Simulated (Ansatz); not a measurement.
**RbBr: one atom moved over a plane**

The task, for RbBr: map the energy of atom 2 (Br) over a plane.

Program: Ansatz 0.2.0. Level of theory: DFT PBE, scalar-relativistic, plane waves, PAW. These are calculated values, not measurements.

## Step 1: The structure to begin with

The structure is cubic, space group Fm-3m (No. 225). Conventional cell: a = 6.855 Å, b = 6.855 Å, c = 6.855 Å, α = 90.00°, β = 90.00°, γ = 90.00°. Around Rb (site symmetry m-3m) lie 6 Br at 3.43 Å. Br (site symmetry m-3m) is surrounded by 6 Rb at 3.43 Å.

Coordinates:

```cif
data_structure
_symmetry_space_group_name_H-M 'Fm-3m'
_symmetry_Int_Tables_number 225
_cell_length_a 6.8550
_cell_length_b 6.8550
_cell_length_c 6.8550
_cell_angle_alpha 90.000
_cell_angle_beta 90.000
_cell_angle_gamma 90.000
_cell_volume 322.12
loop_
_atom_site_label
_atom_site_type_symbol
_atom_site_symmetry_multiplicity
_atom_site_Wyckoff_symbol
_atom_site_fract_x
_atom_site_fract_y
_atom_site_fract_z
_atom_site_occupancy
Rb1 Rb 4 a 0.00000 0.00000 0.00000 1
Br1 Br 4 b 0.50000 0.00000 0.00000 1
```

The cell is taken as given, not relaxed at this level.

## Step 2: The scan: one atom moved over a plane

Atom 2 (Br) is moved by p along (0.707, 0.707, 0.000) and q along (0.000, 0.000, 1.000) (Å), all else fixed; its images in the other cells move with it. Points alike by symmetry are run once.

## Step 3: At p = -0.600, q = -0.600

Contents of input.yaml:

```yaml
crystal:
  lattice:
    - [0.0, 3.4275, 3.4275]
    - [3.4275, 0.0, 3.4275]
    - [3.4275, 3.4275, 0.0]
  atoms:
    - { symbol: Rb, position: [0.0, 0.0, 0.0] }
    - { symbol: Br, position: [0.4124726477, 0.4124726477, 0.4637449836] }
basis:
  ecutwfc: 420
kpoints:
  mp_grid: { grid: [6, 6, 6] }
hamiltonian:
  xc: pbe
scf:
  occupations: { method: gaussian, width: 0.05 }
output:
  forces: true
  stress: true
  eigenvalues: true
```

## Step 4: Point p = -0.600, q = 0.000

input.yaml, as its differences from that of step 3:

```diff
@@ -7,3 +7,3 @@
     - { symbol: Rb, position: [0.0, 0.0, 0.0] }
-    - { symbol: Br, position: [0.4124726477, 0.4124726477, 0.4637449836] }
+    - { symbol: Br, position: [0.5, 0.5, 0.3762176313] }
 basis:
```

## Step 5: p = 0.000, q = -0.600

input.yaml, as its differences from that of step 4:

```diff
@@ -7,3 +7,3 @@
     - { symbol: Rb, position: [0.0, 0.0, 0.0] }
-    - { symbol: Br, position: [0.5, 0.5, 0.3762176313] }
+    - { symbol: Br, position: [0.4124726477, 0.4124726477, 0.5875273523] }
 basis:
```

## Step 6: Point p = -0.600, q = -0.300

input.yaml, as its differences from that of step 5:

```diff
@@ -7,3 +7,3 @@
     - { symbol: Rb, position: [0.0, 0.0, 0.0] }
-    - { symbol: Br, position: [0.4124726477, 0.4124726477, 0.5875273523] }
+    - { symbol: Br, position: [0.4562363239, 0.4562363239, 0.4199813075] }
 basis:
```

## Step 7: p = -0.300, q = -0.600

input.yaml, as its differences from that of step 6:

```diff
@@ -7,3 +7,3 @@
     - { symbol: Rb, position: [0.0, 0.0, 0.0] }
-    - { symbol: Br, position: [0.4562363239, 0.4562363239, 0.4199813075] }
+    - { symbol: Br, position: [0.4124726477, 0.4124726477, 0.5256361679] }
 basis:
```

## Step 8: p = -0.300, q = 0.000

input.yaml, as its differences from that of step 7:

```diff
@@ -7,3 +7,3 @@
     - { symbol: Rb, position: [0.0, 0.0, 0.0] }
-    - { symbol: Br, position: [0.4124726477, 0.4124726477, 0.5256361679] }
+    - { symbol: Br, position: [0.5, 0.5, 0.4381088157] }
 basis:
```

## Step 9: Point p = 0.000, q = -0.300

input.yaml, as its differences from that of step 8:

```diff
@@ -7,3 +7,3 @@
     - { symbol: Rb, position: [0.0, 0.0, 0.0] }
-    - { symbol: Br, position: [0.5, 0.5, 0.4381088157] }
+    - { symbol: Br, position: [0.4562363239, 0.4562363239, 0.5437636761] }
 basis:
```

## Step 10: At p = -0.300, q = -0.300

input.yaml, as its differences from that of step 9:

```diff
@@ -7,3 +7,3 @@
     - { symbol: Rb, position: [0.0, 0.0, 0.0] }
-    - { symbol: Br, position: [0.4562363239, 0.4562363239, 0.5437636761] }
+    - { symbol: Br, position: [0.4562363239, 0.4562363239, 0.4818724918] }
 basis:
```

(Steps that only read results are left out.)

Q: Predict the outcome of this session. Wanted: highest point; lowest point away from the origin.

**Answer**, as computed:

```
                         quantity                                       value
                    highest point  0.464 eV/cell at (p, q) = (-0.600, -0.600)
lowest point away from the origin            0.058 eV/cell at (-0.300, 0.000)
```

The undisturbed cell is the lowest computed point. Read as harmonic, the points at ±0.300 Å give force constants of 1.28 eV/Å² along p and 1.40 eV/Å² along q, so the site is nearly isotropic in this plane. The gap on the mesh runs from 4.36 to 4.46 eV over the map.
